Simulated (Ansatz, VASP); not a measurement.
Ni in VASP and in Ansatz

```
Ni
1.0
     0.00000    1.73757    1.73757
     1.73757    0.00000    1.73757
     1.73757    1.73757    0.00000
Ni
1
Direct
  0.00000 0.00000 0.00000
```

Alike in both runs: task single point; functional PBE; k mesh 13 × 13 × 13; occupations gaussian, width 0.024 eV; collinear spin, ferromagnetic start.

|  | VASP | Ansatz |
| --- | --- | --- |
| version | VASP 6.6.1 | Ansatz 0.2.0 |
| potentials or method | VASP PAW PBE potentials, release 64 (Ni) | Ansatz PAW |
| plane-wave cutoff (eV) | 520 | 420 |
| valence electrons in the cell | 10 | 18 |

Ansatz gave:

```
gap on the k mesh at the Fermi level (eV)                     : none
pressure (GPa)                                                : 8.0
net moment per atom (μB)                                      : 0.64
size of the moment on the site where the two differ most (μB) : 0.67
```

What did VASP give for the same quantities?

gap on the k mesh at the Fermi level (eV): none; pressure (GPa): 7.7; net moment per atom (μB): 0.62; size of the moment on the site where the two differ most (μB): 0.63.

Site moments also hang on the region over which each program counts them. A gap of «none» marks a metal or a gap that the smearing closes. The two sets of potentials don't hold the same shells in valence.
